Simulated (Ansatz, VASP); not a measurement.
# One calculation of RbBr, two programs

The input INCAR:

```
SYSTEM = RbBr
ALGO = Normal
EDIFF = 1E-7
ENCUT = 520
GGA = PS
ISIF = 2
ISMEAR = 0
LASPH = .True.
LCHARG = .False.
LREAL = .False.
LWAVE = .False.
NBANDS = 15
NELM = 60
PREC = Accurate
SIGMA = 0.05
```

File KPOINTS:

```
k-points
0
Gamma
  6 6 6
  0 0 0
```

Contents of POSCAR:

```
RbBr
1.0
    3.9614953456      0.0000000000      0.0000000000
    0.0000000000      3.9614953456      0.0000000000
    0.0000000000      0.0000000000      4.0701688540
Rb Br
1 1
Direct
   -0.0396914813      0.0000000000      0.0000000000
    0.5424552411      0.5000000000      0.5000000000
```

Input for Ansatz:

```yaml
crystal:
  lattice:
    - [3.9614953456, 0.0, 0.0]
    - [0.0, 3.9614953456, 0.0]
    - [0.0, 0.0, 4.070168854]
  atoms:
    - { symbol: Rb, position: [-0.0396914813, 0.0, 0.0] }
    - { symbol: Br, position: [0.5424552411, 0.5, 0.5] }
basis:
  ecutwfc: 420
kpoints:
  mp_grid: { grid: [6, 6, 6] }
hamiltonian:
  xc: pbesol
scf:
  occupations: { method: gaussian, width: 0.05 }
output:
  forces: true
  stress: true
  eigenvalues: true
```

Change from the starting cell: mode 4 frozen in at -0.173 Å, equal normal strain along x and y -0.0267.

Alike in both runs: task single point; functional PBEsol; k mesh 6 × 6 × 6; occupations gaussian, width 0.05 eV; no spin polarisation.

```csv
,VASP,Ansatz
version,VASP 6.6.1,Ansatz 0.2.0
potentials or method,"VASP PAW PBE potentials, release 64 (Rb_sv, Br)","scalar-relativistic, plane waves, PAW"
plane-wave cutoff (eV),520,420
valence electrons in the cell,16,16
```

|  | VASP | Ansatz | Ansatz less VASP |
| --- | --- | --- | --- |
| gap on the k mesh at the Fermi level (eV) | 4.20 | 4.20 | +0.002 |
| least direct gap on the mesh (eV) | 4.34 | 4.35 | +0.001 |
| pressure (GPa) | 1.9 | 1.8 | -0.08 |
| largest component of the traceless stress (GPa) | 0.43 | 0.43 | -0.003 |
| rms of the force components (eV/Å) | 0.225 | 0.222 | -0.0037 |

Atom by atom the forces differ by 0.004 eV/Å (rms over components).

Caveats: the PAW data sets were made with another functional, which shifts forces and pressure a little (VASP). A k mesh can miss the band edges.
